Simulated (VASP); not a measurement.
Set up this calculation in VASP 6.6.1, as the native input.

| Item | Value |
| --- | --- |
| Task | relaxation of cell and atoms |
| Functional | PBEsol |
| Potentials or basis | VASP PAW PBE potentials, release 64 (Al) |
| Cutoff | 520 eV |
| k mesh | 18 × 18 × 18 |
| Occupations | gaussian, width 0.1 eV |
| Spin | no spin polarisation |
| Further INCAR settings | ALGO = Normal; EDIFF = 1e-07; IBRION = 2; EDIFFG = -0.002; NSW = 80; ISIF = 3 |

The structure of Al lies in POSCAR:

```
Al                                      
1.0
    0.0000000000      2.0080141416      2.0080141416
    2.0080141416      0.0000000000      2.0080141416
    2.0080141416      2.0080141416      0.0000000000
  Al            
     1
Direct
     0.0000000000000000    0.0000000000000000    0.0000000000000000
```

The input as run:

INCAR

```
ALGO = Normal ; EDIFF = 1E-7
EDIFFG = -0.002 ; ENCUT = 520
GGA = PS ; IBRION = 2
ISIF = 3 ; ISMEAR = 0
LASPH = T ; LCHARG = F
LREAL = F ; LWAVE = F
NELM = 80 ; NSW = 80
PREC = Accurate ; SIGMA = 0.1
```

KPOINTS

```
k-points
0
Gamma
  18 18 18
```

Potentials or basis: VASP PAW PBE potentials, release 64 (Al).

Run with:

```sh
$ cat potpaw_PBE.64/Al/POTCAR > POTCAR
$ mpirun -np 1 vasp_std > vasp.out
```

It gave:

* Pressure after relaxing: 0.0 GPa
* Band gap on the k mesh: none (metal or under the smearing width)

Caveat: the relaxation stopped at its first step, so nothing moved; the PAW data sets were made with another functional, which shifts forces and pressure a little.

Run time: 9 s on 1 thread of AMD EPYC 9R45 96-Core Processor (Zen 5) (shared host), peak memory 0.11 GiB.
